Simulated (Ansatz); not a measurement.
# BeS: band gap under strain

Aim: follow the gap of BeS in the zincblende structure through these states: -1.0 % strain along z alone; -1.0 % equal strain in all directions; -2.5 % strain along x alone. The table at the end shows which levels were run.

Code: Ansatz 0.2.0. PAW datasets, plane waves. The values are computed, spin-unpolarised, and not measurements.

### Step 1. The structure to begin with

The unstrained cell was relaxed with r2SCAN; in each strained cell the atoms were relaxed again with r2SCAN. Names of k-points are those of the unstrained zone, where strain can split equivalent points. First state: -1.0 % strain along z alone.

Space group I-4m2 (No. 119), tetragonal; conventional cell a = 3.443 Å, c = 4.820 Å, 14.28 Å³ an atom. Near Be stand 4 S at 2.10 Å; near S stand 4 Be at 2.10 Å.

Structure file:

```xyz
2
Lattice="0.0000 2.4343 2.4100 2.4343 0.0000 2.4100 2.4343 2.4343 0.0000" Properties=species:S:1:pos:R:3 pbc="T T T"
Be    0.0000    0.0000    0.0000
S     1.2172    1.2172    1.2050
```

From earlier runs on the unstrained cell: PBE 3.14 eV, r2SCAN 3.59 eV, HSE06 4.09 eV, G0W0 4.45 eV (on its mesh); a = 4.869 Å.

### Step 2. -1.0 % strain along z alone: PBE

input.yaml reads:

```yaml
crystal:
  lattice:
    - [0.0, 2.4343062282, 2.4099631659]
    - [2.4343062282, 0.0, 2.4099631659]
    - [2.4343062282, 2.4343062282, 0.0]
  atoms:
    - { symbol: Be, position: [0.0, 0.0, 0.0] }
    - { symbol: S, position: [0.25, 0.25, 0.25] }
kpoints:
  mp_grid: { grid: [10, 10, 10] }
  band_path:
    path:
      - [0.0, 0.0, 0.0]
      - [-0.5, -0.5, 0.0]
      - [-0.375, -0.375, 0.25]
      - [-0.375, 0.0, 0.375]
      - [0.0, 0.0, 0.5]
      - [-0.5, -0.25, 0.25]
      - [-0.0375, 0.0, 0.0375]
    npoints: 1
hamiltonian:
  xc: pbe
scf:
  occupations: { method: fermi_dirac, width: 0.02 }
  n_extra_bands: 4
output:
  forces: true
  stress: true
  eigenvalues: true
```

Launch:

```
$ ansatz run input.yaml --threads 2 --pin off --max-ram 2211MiB --backend cpu --events-out ev --progress --plain --runs-dir out
```

After this run come: -1.0 % strain along z alone: r2SCAN; -1.0 % strain along z alone: HSE06; -1.0 % strain along z alone: G0W0@PBE; -1.0 % equal strain in all directions: PBE; -1.0 % equal strain in all directions: r2SCAN; -1.0 % equal strain in all directions: HSE06; -1.0 % equal strain in all directions: G0W0@PBE; -2.5 % strain along x alone: PBE; -2.5 % strain along x alone: r2SCAN; -2.5 % strain along x alone: HSE06; -2.5 % strain along x alone: G0W0@PBE.

**Question.** What will these runs give?

As calculated:

Least gap in eV (negative: overlap), with the change from the unstrained cell in brackets. G0W0 is on its own coarse mesh.

```
                                state  volume change (%)           PBE        r2SCAN         HSE06          G0W0
          -1.0 % strain along z alone               -1.0  3.03 (-0.11)  3.48 (-0.11)  3.97 (-0.12)  4.33 (-0.12)
-1.0 % equal strain in all directions               -3.0  3.07 (-0.07)  3.52 (-0.07)  4.02 (-0.07)  4.37 (-0.08)
          -2.5 % strain along x alone               -2.5  2.86 (-0.28)  3.31 (-0.28)  3.80 (-0.29)  4.16 (-0.29)
```

With HSE06, of the states in the table -2.5 % strain along x alone shifts the gap most, by -0.283 eV. PBE and HSE06 differ by 0.95 eV on the unstrained gap, and by at most 0.01 eV on its change: PBE follows the response to strain far better than the gap itself. No extrapolation in bands, cutoff or mesh was made for G0W0.
